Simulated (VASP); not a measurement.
Crystal: GaP.

```xyz
2
Lattice="0.0000 2.7252 2.7252 2.7252 0.0000 2.7252 2.7252 2.7252 0.0000" Properties=species:S:1:pos:R:3 pbc="T T T"
Ga    0.0000    0.0000    0.0000
P     4.0879    4.0879    4.0879
```

| Property | Result |
| --- | --- |
| Program | VASP 6.6.1 |
| Task | relaxation of cell and atoms |
| Functional | PBEsol |
| Dispersion | D3(BJ) |
| Potentials or basis | VASP PAW PBE potentials, release 64 (Ga_d, P) |
| Cutoff | 600 eV |
| k mesh | 8 × 8 × 8 |
| Occupations | fermi-dirac, width 0.05 eV |
| Spin | no spin polarisation |

At the start: pressure -2.8 GPa; volume 20.24 Å³/atom.

Problem. Where does the relaxation end?

Solution. Over 3 steps the energy falls by 6.1 meV/atom and the volume is 19.57 Å³/atom (-3.3 %); space group F-43m (No. 216, to 0.05 Å).

Step by step:
| step | energy change (eV) | largest force (eV/Å) | pressure (GPa) | volume (Å³) |
| --- | --- | --- | --- | --- |
| 1 | 0.0000 | 0.0000 | -2.85 | 40.48 |
| 2 | -0.0083 | 0.0000 | 1.74 | 38.41 |
| 3 | -0.0123 | 0.0000 | -0.06 | 39.14 |

Final structure:
```yaml
crystal:
  lattice:
    - [0.00000, 2.69482, 2.69482]
    - [2.69482, 0.00000, 2.69482]
    - [2.69482, 2.69482, 0.00000]
  atoms:
    - { symbol: Ga, position: [0.00000, 0.00000, 0.00000] }
    - { symbol: P, position: [0.75000, 0.75000, 0.75000] }
```

Caveat: the PAW data sets were made with another functional, which shifts forces and pressure a little.
